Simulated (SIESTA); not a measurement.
# MgO2 under changes of volume

One of the cells (10.390 Å³/atom); the others are scaled copies at fixed shape and fractional positions:

```
Mg O
1.0
     1.60476    0.92651    3.49398
    -1.60476    0.92651    3.49398
     0.00000   -1.85302    3.49398
Mg O
1 2
Direct
  0.00000 0.00000 0.00000
  0.57121 0.57121 0.57121
  0.42879 0.42879 0.42879
```

The cell comes from a database or a generator and needn't be the stable form of this composition.

- Program: SIESTA 5.4.2
- Functional: PBEsol
- Potentials or basis: PseudoDojo 0.4 standard (PBEsol files)
- Basis: DZP (energy shift 0.003 Ry; two zetas on semicore shells)
- Grid cutoff: 800 Ry
- Energy shift: 0.003 Ry
- k mesh: 10 × 10 × 10
- Occupations: fermi-dirac, width 0.05 eV
- Spin: no spin polarisation

```tsv
volume (Å³/atom)	energy over the lowest point (meV/atom)	pressure (GPa)	gap on the mesh (eV)	largest force (eV/Å)
9.766	?	?	?	?
9.974	2.90	3.7	2.36	0.091
10.182	0.00	0.8	2.23	0.012
10.390	0.82	-2.0	2.11	0.104
10.598	4.97	-4.4	1.99	0.191
10.805	12.35	-6.6	1.88	0.274
11.013	22.27	-8.6	1.77	0.351
```

**Question.** What does the run at 9.766 Å³/atom give?

**Answer.** Energy over the lowest point 9.85 meV/atom; pressure 7.0 GPa; gap on the mesh 2.50 eV; largest force 0.200 eV/Å.

Worked out: A Birch-Murnaghan fit of order 3 (a polynomial in V^(-2/3)) to the other rows has its minimum at 10.24 Å³/atom with B0 = V·E''(V) = 139 GPa and B' = 4.2 at fixed shape and positions, which overstates the stiffness. It gives 10.04 meV/atom at 9.766 Å³/atom, against the run's 9.85, and -dE/dV = 7.2 GPa, against 7.0. A straight line through the other rows of the gap, of slope -5.94 eV per unit of ln V (its deformation potential), extrapolates to 2.48 eV, against the run's 2.50.

Energies are extrapolated to zero smearing.

Caveats: the basis of atomic orbitals isn't converged, which shifts pressures, moduli and gaps.

A mesh can miss the band edges.
